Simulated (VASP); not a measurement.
# KCl (Pm-3m) in VASP: a series of runs, part 2 of 2

VASP 6.6.1. The steps go on from the part before.

### Step 5. Single point, PBE

The input, INCAR:

```
SYSTEM = KCl
PREC = Low ; ENCUT = 800
EDIFF = 1E-6 ; ISMEAR = 0
SIGMA = 0.05 ; LREAL = .False.
LASPH = .True. ; NELM = 100
ALGO = Normal ; ISIF = 2
LWAVE = .False. ; LCHARG = .False.
GGA = PE ; NBANDS = 15
ADDGRID = .False.
```

The input, KPOINTS:

```
regular mesh
0
Gamma
  4 4 4
  0 0 0
```

The input, POSCAR:

```
KCl
1.0
    3.8391960000      0.0000000000      0.0000000000
    0.0000000000      3.8391960000      0.0000000000
    0.0000000000      0.0000000000      3.8391960000
K Cl
1 1
Direct
    0.0405710000      0.0040460000      0.0049320000
    0.5021390000      0.4938510000      0.4988730000
```

Potentials or basis: VASP PAW PBE potentials, release 64 (K_sv, Cl_h).

On the command line:

```bash
$ cat potpaw_PBE.64/K_sv/POTCAR potpaw_PBE.64/Cl_h/POTCAR > POTCAR
$ mpirun -np 1 vasp_std > vasp.out
```

OUTCAR:

```text
SYSTEM = KCl
   PREC = Low
   ENCUT = 800
   EDIFF = 1E-6
   ISMEAR = 0
   LREAL = .False.
   LASPH = .True.
   NELM = 100
   ISIF = 2
   GGA = PE

 Found     36 irreducible k-points:

 Following reciprocal coordinates:
            Coordinates               Weight
  0.000000  0.000000  0.000000      1.000000
  0.250000  0.000000  0.000000      2.000000
  0.000000  0.250000  0.000000      2.000000
  0.000000  0.000000  0.250000      2.000000
  0.500000  0.000000  0.000000      1.000000
  0.000000  0.500000  0.000000      1.000000
   k-points           NKPTS =     36   k-points in BZ     NKDIM =     36   number of bands    NBANDS=     15
   number of dos      NEDOS =    301   number of ions     NIONS =      2
   total plane-waves  NPLWV =  21952
   dimension x,y,z NGX =    28 NGY =   28 NGZ =   28
   dimension x,y,z NGXF=    28 NGYF=   28 NGZF=   28
   ions per type =               1   1
   NGX,Y,Z   is equivalent  to a cutoff of  12.12, 12.12, 12.12 a.u.
   NGXF,Y,Z  is equivalent  to a cutoff of  12.12, 12.12, 12.12 a.u.
 SYSTEM =  KCl
   PREC   = low       normal or accurate (medium, high low for compatibility)
   ISTART =      0    job   : 0-new  1-cont  2-samecut
   ICHARG =      2    charge: 1-file 2-atom 10-const
   ISPIN  =      1    spin polarized calculation?
   LNONCOLLINEAR =      F non collinear calculations
   LSORBIT =      F    spin-orbit coupling
   LASPH  =      T    aspherical Exc in radial PAW
   ENCUT  =  800.0 eV  58.80 Ry    7.67 a.u.   8.85  8.85  8.85*2*pi/ulx,y,z
   NELM   =    100;   NELMIN=  2; NELMDL= -5     # of ELM steps
   EDIFF  = 0.1E-05   stopping-criterion for ELM
   LREAL  =      F    real-space projection
   EDIFFG = 0.1E-04   stopping-criterion for IOM
   NSW    =      0    number of steps for IOM
   IBRION =     -1    ionic relax: 0-MD 1-quasi-New 2-CG
   NFREE  =      0    steps in history (QN), initial steepest desc. (CG)
   ISIF   =      2    stress and relaxation
   ISYM   =      2    0-nonsym 1-usesym 2-fastsym
   POTIM  = 0.5000    time-step for ionic-motion
   TEBEG  =    0.0;   TEEND  =   0.0 temperature during run
   PSTRESS=    0.0 pullay stress
   NELECT =      16.0000    total number of electrons
   NUPDOWN=      -1.0000    fix difference up-down
   EMIN   =  10.00;   EMAX   =-10.00  energy-range for DOS
   EFERMI =   0.00;   METHOD = LEGACY
   ISMEAR =     0;   SIGMA  =   0.05  broadening in eV -4-tet -1-fermi 0-gaus
   EFERMI_NEDOS =   21; number of points for ismear=-14 and -15
   IALGO  =     38    algorithm
   IMIX   =      4    mixing-type and parameters
     AMIX     =   0.40;   BMIX     =  1.00
     AMIX_MAG =   1.60;   BMIX_MAG =  1.00
  volume/ion in A,a.u.               =      28.29       190.94
  Fermi-wavevector in a.u.,A,eV,Ry     =   1.074504  2.030517 15.708715  1.154558
  Thomas-Fermi vector in A             =   2.210334
   LORBIT       =      0    0 simple, 1 ext, 2 COOP (PROOUT), +10 PAW based schemes
   GGA     = PE    functional components
   LHFCALC =     F    Hartree Fock is set to
   AEXX    =    0.0000 exact exchange contribution
   IVDW    =     0    specifies the selected vdW correction
   LEPSILON=     F    determine dielectric tensor
   LRPA    =     F    only Hartree local field effects (RPA)
 non-spin polarized calculation
 Gauss-broadening in eV      SIGMA  =   0.05
  energy-cutoff  :      800.00
  volume of cell :       56.59
 maximum number of plane-waves:      2945
   NGX = 17   NGY = 17   NGZ = 17

 number of electron      16.0000224 magnetization

 Free energy of the ion-electron system (eV)
  ---------------------------------------------------
  ext. energy  EPLUGINS =         0.00000000
  ---------------------------------------------------
  free energy    TOTEN  =        -6.64776225 eV

  energy without entropy =       -6.64776225  energy(sigma->0) =       -6.64776225

 E-fermi :  -0.3440     XC(G=0):  -8.0889

 val. band max:       -0.5988185728   @ k =   0.0000   0.5000   0.5000
 cond. band min:       4.2008903802   @ k =   0.0000   0.0000   0.0000
 fundamental gap:      4.7997089529
 Fermi energy:        -0.3440004087

 k-point     1 :       0.0000    0.0000    0.0000
  band No.  band energies     occupation
      1     -28.6488      2.00000
      2     -13.1714      2.00000
      3     -12.0364      2.00000
      4     -12.0363      2.00000
      5     -12.0308      2.00000
      6      -0.8066      2.00000
      7      -0.8029      2.00000
      8      -0.8016      2.00000
      9       4.2009      0.00000
     10       5.9635      0.00000
     11       6.0181      0.00000
     12      10.0184      0.00000
     13      10.0569      0.00000
     14      10.0580      0.00000
     15      12.7451      0.00000

 k-point     2 :       0.2500    0.0000    0.0000
  band No.  band energies     occupation
      1     -28.6393      2.00000
      2     -13.2554      2.00000
      3     -12.0222      2.00000
      4     -12.0212      2.00000
      5     -11.9631      2.00000
      6      -1.6758      2.00000
      7      -0.8046      2.00000
      8      -0.8042      2.00000
      9       5.4136      0.00000
     10       6.4481      0.00000
     11       7.0621      0.00000
     12       9.8767      0.00000
     13       9.8782      0.00000
     14      10.2860      0.00000
     15      11.2170      0.00000

 k-point     3 :       0.0000    0.2500    0.0000
  band No.  band energies     occupation
      1     -28.6393      2.00000
      2     -13.2592      2.00000
      3     -12.0300      2.00000
      4     -12.0210      2.00000
      5     -11.9511      2.00000
      6      -1.6760      2.00000
      7      -0.8077      2.00000
      8      -0.8005      2.00000
      9       5.4100      0.00000
     10       6.4712      0.00000
     11       7.0156      0.00000
     12       9.8590      0.00000
     13       9.8700      0.00000
     14      10.3214      0.00000
     15      11.1234      0.00000

 k-point     4 :       0.0000    0.0000    0.2500
  band No.  band energies     occupation
      1     -28.6393      2.00000
      2     -13.2594      2.00000
      3     -12.0301      2.00000
      4     -12.0211      2.00000
      5     -11.9505      2.00000
      6      -1.6760      2.00000
      7      -0.8074      2.00000
      8      -0.8007      2.00000
      9       5.4098      0.00000
     10       6.4723      0.00000
     11       7.0133      0.00000
     12       9.8571      0.00000
     13       9.8706      0.00000
     14      10.3231      0.00000
     15      11.1190      0.00000

 k-point     5 :       0.5000    0.0000    0.0000
  band No.  band energies     occupation
      1     -28.6298      2.00000
      2     -13.3415      2.00000
      3     -12.0064      2.00000
      4     -12.0061      2.00000
      5     -11.8881      2.00000
      6      -2.3472      2.00000
      7      -0.8079      2.00000
      8      -0.8069      2.00000
      9       7.1083      0.00000
     10       7.2802      0.00000
     11       7.6623      0.00000
     12       9.4932      0.00000
     13       9.8683      0.00000
     14       9.9209      0.00000
     15      10.6106      0.00000

 k-point     6 :       0.0000    0.5000    0.0000
  band No.  band energies     occupation
      1     -28.6297      2.00000
      2     -13.3487      2.00000
      3     -12.0093      2.00000
      4     -12.0056      2.00000
      5     -11.8772      2.00000
      6      -2.3486      2.00000
      7      -0.8141      2.00000
      8      -0.7974      2.00000
      9       7.0830      0.00000
     10       7.2856      0.00000
     11       7.6259      0.00000
     12       9.2055      0.00000
     13       9.9031      0.00000
     14      10.2539      0.00000
     15      10.5916      0.00000

 [... further k-points ...]

------------------------ aborting loop because EDIFF is reached ----------------------------------------

  FORCE on cell =-STRESS in cart. coord.  units (eV):
  Direction    XX          YY          ZZ          XY          YZ          ZX
  --------------------------------------------------------------------------------------
  -------------------------------------------------------------------------------------
  Total        0.0427191      0.0529556      0.0526559      0.0260653      0.0035859      0.0151477
  in kB        1.2095176      1.4993465      1.4908589      0.7379931      0.1015281      0.4288808
  external PRESSURE =       1.3999076 kB  Pullay stress =       0.0000000 kB

 VOLUME and BASIS-vectors are now :
 -----------------------------------------------------------------------------
  energy-cutoff  :      800.00
  volume of cell :       56.59
      direct lattice vectors                 reciprocal lattice vectors
     3.839196000  0.000000000  0.000000000     0.260471203  0.000000000  0.000000000
     0.000000000  3.839196000  0.000000000     0.000000000  0.260471203  0.000000000
     0.000000000  0.000000000  3.839196000     0.000000000  0.000000000  0.260471203

 POSITION                                       TOTAL-FORCE (eV/Angst)
 -----------------------------------------------------------------------------------
      0.15576      0.01553      0.01893        -0.094391     -0.034141     -0.017871
      1.92781      1.89599      1.91527         0.094391      0.034141      0.017871
 -----------------------------------------------------------------------------------
    total drift:                               -0.004329      0.012247      0.002109

  FREE ENERGIE OF THE ION-ELECTRON SYSTEM (eV)
  ---------------------------------------------------
  free  energy   TOTEN  =        -6.6477622538 eV

  energy  without entropy=       -6.6477622538  energy(sigma->0) =       -6.64776225
```

stdout:

```text
POSCAR found type information on POSCAR K Cl
 POSCAR found :  2 types and       2 ions
 scaLAPACK will be used
 LDA part: xc-table for (Slater+PW92), standard interpolation
 POSCAR, INCAR and KPOINTS ok, starting setup
 FFT: planning ... GRIDC
 FFT: planning ... GRID_SOFT
 FFT: planning ... GRID
 WAVECAR not read
 entering main loop
```

Run time: 12 s. Hardware: 1 thread of Intel Xeon 6975P-C (Granite Rapids), shared host; peak memory 0.15 GiB.

These settings aren't checked as converged: the numbers below hold their error.

Results:

| Item | Value |
| --- | --- |
| Free energy | -6.6478 eV |
| Pressure | 0.1 GPa |
| Largest force | 0.102 eV/Å |
| Band gap on the k mesh | 4.80 eV, indirect (least direct gap 5.00 eV) |

### Step 6. Single point, PBE

INCAR: that of step 5 with these lines changed.

```diff
@@ -1,3 +1,3 @@
 SYSTEM = KCl
-PREC = Low ; ENCUT = 800
+PREC = Normal ; ENCUT = 800
 EDIFF = 1E-6 ; ISMEAR = 0
```

KPOINTS is that of step 5.

The input, POSCAR:

```
KCl
1.0
    3.8391960000      0.0000000000      0.0000000000
    0.0000000000      3.8391960000      0.0000000000
    0.0000000000      0.0000000000      3.8391960000
K Cl
1 1
Direct
    0.0000000000      0.0000000000      0.0000000000
    0.5000000000      0.5000000000      0.5000000000
```

Potentials or basis: VASP PAW PBE potentials, release 64 (K_sv, Cl_h).

On the command line:

```bash
$ cat potpaw_PBE.64/K_sv/POTCAR potpaw_PBE.64/Cl_h/POTCAR > POTCAR
$ mpirun -np 1 vasp_std > vasp.out
```

OUTCAR:

```text
SYSTEM = KCl
   PREC = Normal
   ENCUT = 800
   EDIFF = 1E-6
   ISMEAR = 0
   LREAL = .False.
   LASPH = .True.
   NELM = 100
   ISIF = 2
   GGA = PE

 Found     10 irreducible k-points:

 Following reciprocal coordinates:
            Coordinates               Weight
  0.000000  0.000000  0.000000      1.000000
  0.250000  0.000000  0.000000      6.000000
  0.500000  0.000000  0.000000      3.000000
  0.250000  0.250000  0.000000     12.000000
  0.500000  0.250000  0.000000     12.000000
  0.500000  0.500000  0.000000      3.000000
   k-points           NKPTS =     10   k-points in BZ     NKDIM =     10   number of bands    NBANDS=     15
   number of dos      NEDOS =    301   number of ions     NIONS =      2
   total plane-waves  NPLWV =  21952
   dimension x,y,z NGX =    28 NGY =   28 NGZ =   28
   dimension x,y,z NGXF=    56 NGYF=   56 NGZF=   56
   ions per type =               1   1
   NGX,Y,Z   is equivalent  to a cutoff of  12.12, 12.12, 12.12 a.u.
   NGXF,Y,Z  is equivalent  to a cutoff of  24.25, 24.25, 24.25 a.u.
 SYSTEM =  KCl
   PREC   = normal    normal or accurate (medium, high low for compatibility)
   ISTART =      0    job   : 0-new  1-cont  2-samecut
   ICHARG =      2    charge: 1-file 2-atom 10-const
   ISPIN  =      1    spin polarized calculation?
   LNONCOLLINEAR =      F non collinear calculations
   LSORBIT =      F    spin-orbit coupling
[... 71 lines left out ...]
     11       5.9669      0.00000
     12      10.0301      0.00000
     13      10.0301      0.00000
     14      10.0301      0.00000
[... 77 lines left out ...]
      2     -12.8977      2.00000
      3     -12.2660      2.00000
      4     -12.2660      2.00000
      5     -11.9929      2.00000
      6      -1.7830      2.00000
      7      -1.7830      2.00000
      8      -0.5920      2.00000
      9       5.5838      0.00000
     10       6.6823      0.00000
     11       8.3293      0.00000
     12       8.3293      0.00000
     13      10.7418      0.00000
     14      10.7418      0.00000
     15      11.5440      0.00000

 [... further k-points ...]

------------------------ aborting loop because EDIFF is reached ----------------------------------------

  FORCE on cell =-STRESS in cart. coord.  units (eV):
  Direction    XX          YY          ZZ          XY          YZ          ZX
  --------------------------------------------------------------------------------------
  -------------------------------------------------------------------------------------
  Total        0.0006529      0.0006529      0.0006529      0.0000000      0.0000000      0.0000000
  in kB        0.0184848      0.0184848      0.0184848      0.0000000      0.0000000      0.0000000
  external PRESSURE =       0.0184848 kB  Pullay stress =       0.0000000 kB

 VOLUME and BASIS-vectors are now :
 -----------------------------------------------------------------------------
  energy-cutoff  :      800.00
  volume of cell :       56.59
      direct lattice vectors                 reciprocal lattice vectors
     3.839196000  0.000000000  0.000000000     0.260471203  0.000000000  0.000000000
     0.000000000  3.839196000  0.000000000     0.000000000  0.260471203  0.000000000
     0.000000000  0.000000000  3.839196000     0.000000000  0.000000000  0.260471203

 POSITION                                       TOTAL-FORCE (eV/Angst)
 -----------------------------------------------------------------------------------
      0.00000      0.00000      0.00000         0.000000      0.000000      0.000000
      1.91960      1.91960      1.91960         0.000000      0.000000      0.000000
 -----------------------------------------------------------------------------------
    total drift:                               -0.000000      0.000000      0.000000

  FREE ENERGIE OF THE ION-ELECTRON SYSTEM (eV)
  ---------------------------------------------------
  free  energy   TOTEN  =        -6.6547988102 eV

  energy  without entropy=       -6.6547988102  energy(sigma->0) =       -6.65479881
```

stdout:

```text
POSCAR found type information on POSCAR K Cl
 POSCAR found :  2 types and       2 ions
 scaLAPACK will be used
 LDA part: xc-table for (Slater+PW92), standard interpolation
 POSCAR, INCAR and KPOINTS ok, starting setup
 FFT: planning ... GRIDC
 FFT: planning ... GRID_SOFT
 FFT: planning ... GRID
 WAVECAR not read
 entering main loop
```

It took 5.5 s on 1 thread of Intel Xeon 6975P-C (Granite Rapids), shared host; peak memory 0.15 GiB.

These settings aren't checked as converged: the numbers below hold their error.

Results:

| Property | Result |
| --- | --- |
| Free energy | -6.6548 eV |
| Pressure | 0.0 GPa |
| Band gap on the k mesh | 4.79 eV, indirect (least direct gap 5.00 eV) |

### Step 7. For comparison

An earlier run on the cell as given: functional PBEsol; potentials or basis VASP PAW PBE potentials, release 64 (K_sv, Cl); cutoff 520 eV; k mesh 7 × 7 × 7; occupations fermi-dirac, width 0.05 eV; no spin polarisation.

- Pressure: -1.4 GPa
- Band gap on the k mesh: 4.64 eV, indirect (least direct gap 4.83 eV)
